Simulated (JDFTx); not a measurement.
# Os under changes of volume

One of the cells (13.982 Å³/atom); the others are scaled copies at fixed shape and fractional positions:

```
Os
1.0
     2.73410    0.00000    0.00000
    -1.36705    2.36780    0.00000
     0.00000    0.00000    4.31970
Os
2
Cartesian
  1.3671 0.7893 3.2398
  0.0000 1.5785 1.0799
```

* Program: JDFTx 1.7.0 (patched build)
* Functional: PBEsol
* Potentials or basis: PseudoDojo-SR-PBEsol-0.4.1-standard
* Cutoff: 1007 eV
* Density cutoff: 8055 eV
* k mesh: 11 × 11 × 6
* Occupations: fermi-dirac, width 0.05 eV
* Spin: no spin polarisation

```tsv
volume (Å³/atom)	energy over the lowest point (meV/atom)	pressure (GPa)
13.143	57.23	26.8
13.423	20.43	15.7
13.703	2.02	5.7
13.982	0.00	-3.1
14.262	12.57	-11.0
14.542	?	?
14.821	75.22	-24.3
```

Question: What does the run at 14.542 Å³/atom give?

Answer: Energy over the lowest point 38.12 meV/atom; pressure -18.0 GPa.

Worked out: A Birch-Murnaghan fit of order 3 (a polynomial in V^(-2/3)) to the other rows has its minimum at 13.88 Å³/atom with B0 = V·E''(V) = 432 GPa and B' = 4.7 at fixed shape and positions, which overstates the stiffness. It gives 38.16 meV/atom at 14.542 Å³/atom, against the run's 38.12, and -dE/dV = -18.1 GPa, against -18.0.

Energies are extrapolated to zero smearing.
